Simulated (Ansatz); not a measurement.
**HgTe in Ansatz: the effect of functional**

HgTe:

```
Hg Te
1.0
     0.00000    3.15866    3.15866
     3.15866    0.00000    3.15866
     3.15866    3.15866    0.00000
Hg Te
1 1
Direct
  0.00000 0.00000 0.00000
  0.50000 0.50000 0.50000
```

Measurements of this composition are mostly on another form, of space group No. 216.

The cell isn't the ideal one: volume scaled by 0.98.

Alike in all runs:

* Program: Ansatz 0.2.0
* Task: single point
* Potentials or basis: Ansatz PAW
* k mesh: 7 × 7 × 7
* Occupations: fermi-dirac, width 0.05 eV
* Spin: no spin polarisation

| functional | cutoff | pressure (GPa) |
| --- | --- | --- |
| LDA | 420 eV (not typed: the program's choice for these potentials) | -7.5 |
| PBEsol | 420 eV (not typed: the program's choice for these potentials) | -6.1 |
| r2SCAN | 500 eV (not typed: the program's choice for these potentials) | ? |

**Question.** What does the run with functional r2SCAN give?

**Answer.** Pressure -4.4 GPa.

Caveats: the PAW data sets come from PBE, with cores solved anew for the run's functional, which leaves a small shift of forces and pressure.

Runs at the PBE level aren't shown here.
